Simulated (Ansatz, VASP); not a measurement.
**Si2Ni: VASP beside Ansatz**

```
Si Ni
1.0
     0.00000    2.69569    2.69569
     2.69569    0.00000    2.69569
     2.69569    2.69569    0.00000
Si Ni
2 1
Direct
  0.25000 0.25000 0.25000
  0.75000 0.75000 0.75000
  0.00000 0.00000 0.00000
```

Alike in both runs: functional PBEsol; k mesh 14 × 14 × 14; occupations gaussian, width 0.1 eV; no spin polarisation.

Ansatz relaxed the structure, and its values are those at the end. VASP's run is a single point on that final structure, the one shown.

|  | VASP | Ansatz |
| --- | --- | --- |
| version | VASP 6.6.1 | Ansatz 0.2.0 |
| potentials or method | VASP PAW PBE potentials, release 64 (Si, Ni) | scalar-relativistic, plane waves, PAW |
| plane-wave cutoff (eV) | 520 | 420 |
| valence electrons in the cell | 18 | 26 |

Ansatz gave:

| Quantity | Value |
| --- | --- |
| gap on the k mesh at the Fermi level (eV) | none |
| pressure (GPa) | 0.0 |

Problem. What did VASP give for the same quantities?

Solution. gap on the k mesh at the Fermi level (eV): none; pressure (GPa): 0.1.

A gap of «none» marks a metal or a gap that the smearing closes. With one functional, cell and mesh, what is left measures potentials, basis and numerics. The two sets of potentials don't hold the same shells in valence.

Caveats: the PAW data sets were made with another functional, which shifts forces and pressure a little (VASP). Spin polarisation is off, so any magnetic state and its effect on volume and gap are missing.
